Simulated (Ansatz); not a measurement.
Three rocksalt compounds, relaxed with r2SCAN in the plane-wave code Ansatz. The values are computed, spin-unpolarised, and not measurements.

```
compound  a (Å)
    PbTe  6.536
    SnTe  6.379
     BaS  6.424
```

Question: What is the misfit strain of a coherent PbTe film on BaS?

Answer: ε∥ = (a_sub − a_film)/a_film = (6.424 − 6.536)/6.536 = -1.71 %: the film is in compression in the plane. At this size it stays coherent only while very thin.

Question: By Vegard's law, which share x of SnTe in (PbTe)₁₋ₓ(SnTe)ₓ matches the substrate?

Answer: (1 − x) × 6.536 + x × 6.379 = 6.424 gives x = (6.424 − 6.536)/(6.379 − 6.536) = 0.713.
